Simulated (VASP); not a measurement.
Ni:

```
Ni
1.0
    -1.37774    1.37774    1.37774
     1.37774   -1.37774    1.37774
     1.37774    1.37774   -1.37774
Ni
1
Direct
  0.00000 0.00000 0.00000
```

This isn't the form of Ni at room conditions, which is fcc.

Base run:

- Program: VASP 6.6.1
- Functional: PBEsol
- Potentials or basis: VASP PAW PBE potentials, release 64 (Ni)
- Cutoff: 900 eV
- k mesh: 20 × 20 × 20
- Occupations: gaussian, width 0.1 eV
- Spin: collinear spin, ferromagnetic start
- Starting moments: [1.0] μB

Its results: band gap on the k mesh none (metal or under the smearing width); pressure 0.1 GPa; net moment 0.54 μB per cell; site moments Ni +0.54 μB.

The run is repeated on the same cell with these changes: functional from PBEsol to r2SCAN; cutoff from 900 eV to 520 eV. What comes out?

Band gap on the k mesh none (metal or under the smearing width); pressure 2.7 GPa; net moment 0.61 μB per cell; site moments Ni +0.62 μB.

Caveats: the PAW data sets were made with another functional, which shifts forces and pressure a little.
